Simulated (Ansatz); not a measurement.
Crystal: VO2.

```
CELL_PARAMETERS angstrom
4.50720 0.00000 0.00000
0.00000 4.50720 0.00000
0.00000 0.00000 3.04445
ATOMIC_POSITIONS crystal
V 0.50000 0.50000 0.50000
V 0.00000 0.00000 0.00000
O 0.20036 0.79964 0.50000
O 0.79964 0.20036 0.50000
O 0.70036 0.70036 0.00000
O 0.29964 0.29964 0.00000
```

The cell is a database's computed one.

Program: Ansatz 0.2.0. Alike in all runs: potentials or basis Ansatz PAW; spin collinear, ferromagnetic start; cell as given; k mesh 6 × 6 × 9. Hardware: 2 threads of Intel(R) Xeon(R) Processor @ 2.50GHz (Skylake/Cascade Lake), with other jobs on the host.

Q: Order these runs on this cell by their wall time, lowest first.
A. task band structure; level PBE; cutoff (eV) 420; smearing fermi-dirac 0.05 eV; points for each segment of the path 14
B. task single point; level PBE; cutoff (eV) 420; smearing gaussian 0.014 eV
C. task band structure; level r2SCAN; cutoff (eV) 500; smearing fermi-dirac 0.05 eV; points for each segment of the path 14

A: B (16 s), A (33 s), C (77 s).

Caveats: the magnetic or orbital state may not be the lowest (some runs).
